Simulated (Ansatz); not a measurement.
Runs of Ansatz 0.2.0 on NbAs. It takes space group I4_1md (No. 109, tetragonal). Conventional cell: a = 3.452 Å, b = 3.452 Å, c = 11.680 Å, α = 90.00°, β = 90.00°, γ = 90.00°. Around Nb (site symmetry 2mm) lie 6 As at 2.60 to 2.63 Å. Around As (site symmetry 2mm) lie 6 Nb at 2.60 to 2.63 Å. 

| task | level | cell | k mesh | gap on the mesh (eV) | pressure (GPa) | relaxed volume (Å³/atom) |
| --- | --- | --- | --- | --- | --- | --- |
| relaxation of cell and atoms | PBEsol+D3(BJ) | relaxed | 11 × 11 × 11 | - | 0.0 | 16.58 |
| relaxation of cell and atoms | PBEsol+D4 | relaxed | 11 × 11 × 11 | 0.06 | 0.0 | (a) |
| relaxation of cell and atoms | BLYP+D3(BJ) | relaxed | 11 × 11 × 11 | - | 0.0 | (b) |
| phonons | LDA | as given | 8 × 8 × 8 | none | - | - |
| relaxation of cell and atoms | BLYP+D4 | relaxed | 11 × 11 × 11 | none | 0.0 | 17.80 |

Alike in all rows: potentials or basis Ansatz PAW; no spin polarisation; cutoff (eV) 420; smearing fermi-dirac 0.05 eV.

Q: Estimate the missing entries.

A: (a) 16.93; (b) 17.11.

Caveats: the PAW data sets come from PBE, with cores solved anew for the run's functional, which leaves a small shift of forces and pressure; the plane-wave basis is chosen anew once the cell has moved, so the energies of steps on either side of that aren't comparable (some runs); odd divisions of the mesh miss points on the zone boundary, where band edges often lie, so the gap on the mesh can be too wide (some runs); pairwise dispersion overbinds metals, which lowers pressure and volume (some runs).

A k mesh can miss the band edges, and the runs leave out spin-orbit coupling on As, Nb.

A gap of «none» marks a metal or a gap under the smearing width.

Runs at the PBE level aren't shown here.
